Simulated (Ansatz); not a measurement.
**CuO: how the energy converges with the cutoff**

CuO, P1, a = 2.899 Å, b = 2.866 Å, c = 5.156 Å, α, β, γ = 98.1°, 98.6°, 72.1°. Ansatz: PBE, PAW, cutoff varied, Γ-centred 10×10×6 mesh on 4 atoms, Gaussian smearing 0.10 eV; no spin polarisation. Single points at one geometry with displaced atoms, the cutoff alone changed; ΔE is the energy at zero smearing over the run at 600 eV. The runs up to 350 eV lie under the cutoff recommended for these PAW datasets.

```tsv
cutoff (eV)	ΔE (meV/atom)
200	10729.32
250	2078.03
300	361.29
350	58.10
420	?
```

Assume ΔE falls exponentially with the cutoff, fit y = ln ΔE against x, the cutoff in eV, to the other rows, and predict the missing value.

y = 9.281, 7.639, 5.890, 4.062. Means x = 275.0, y = 6.7180; Σ(Δx)² = 12500, ΣΔxΔy = -435.2; the slope is their ratio. y = 16.29 − 0.03481 x, a factor of ten per 66 eV. At 420 eV this gives ΔE = 5.31 meV/atom. The run gave 5.28, a ratio of 1.01. The decay is steady over these rows.

Cost: 6 runs of about 2.5 core-minutes in all, on Arm Neoverse V2 (shared hosts).